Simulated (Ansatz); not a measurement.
Input of an Ansatz 0.2.0 run:

Contents of input.yaml:

```yaml
crystal:
  lattice:
    - [0.0, 2.1839935596, 2.1839935596]
    - [2.1839935596, 0.0, 2.1839935596]
    - [2.1839935596, 2.1839935596, 0.0]
  atoms:
    - { symbol: Al, position: [0.0, 0.0, 0.0] }
    - { symbol: "N", position: [0.25, 0.25, 0.25] }
kpoints:
  mp_grid: { grid: [10, 10, 10] }
  band_path:
    path:
      - [0.0, 0.0, 0.0]
      - [0.5, 0.0, 0.5]
      - [0.5, 0.25, 0.75]
      - [0.375, 0.375, 0.75]
      - [0.0, 0.0, 0.0]
      - [0.5, 0.5, 0.5]
      - [0.625, 0.25, 0.625]
      - [0.5, 0.25, 0.75]
    npoints: 6
scf:
  occupations: { method: fermi_dirac, width: 0.05 }
hamiltonian:
  xc: revpbe
  pseudopotentials: { kind: all_electron, lapw: { basis_error: 0.001 } }
output:
  forces: true
  stress: true
  eigenvalues: true
```

Potentials or basis: all-electron LAPW, scalar-relativistic.

Run with:

```sh
$ ansatz run input.yaml --threads 1 --pin off --max-ram 3072MiB --backend cpu --events-out ev --progress --plain --runs-dir out
```

Question: Estimate the pressure.

Answer: 7.5 GPa.

Question: Estimate the band gap on the k mesh.

Answer: 3.35 eV, indirect (least direct gap 4.21 eV).

Question: What does it give for the band gap along the path?

Answer: 3.35 eV, indirect (least direct gap 4.21 eV).

Levels at the corners of the path, in eV from the valence-band top:
```tsv
point	band 6	band 7	band 8	band 9	band 10	band 11	band 12	band 13
Γ	-15.02	0.00	0.00	0.00	4.21	12.64	12.64	12.64
X	-12.36	-4.88	-1.77	-1.77	3.35	8.70	14.05	15.82
W	-12.30	-3.76	-3.43	-2.68	6.07	11.49	12.04	12.28
K	-12.37	-4.23	-3.62	-1.37	5.20	10.18	13.17	14.24
Γ	-15.02	0.00	0.00	0.00	4.21	12.64	12.64	12.64
L	-12.99	-5.83	-0.48	-0.48	7.44	9.90	11.20	11.20
U	-12.37	-4.23	-3.62	-1.37	5.20	10.18	13.17	14.24
W	-12.30	-3.76	-3.43	-2.68	6.07	11.49	12.04	12.28
```
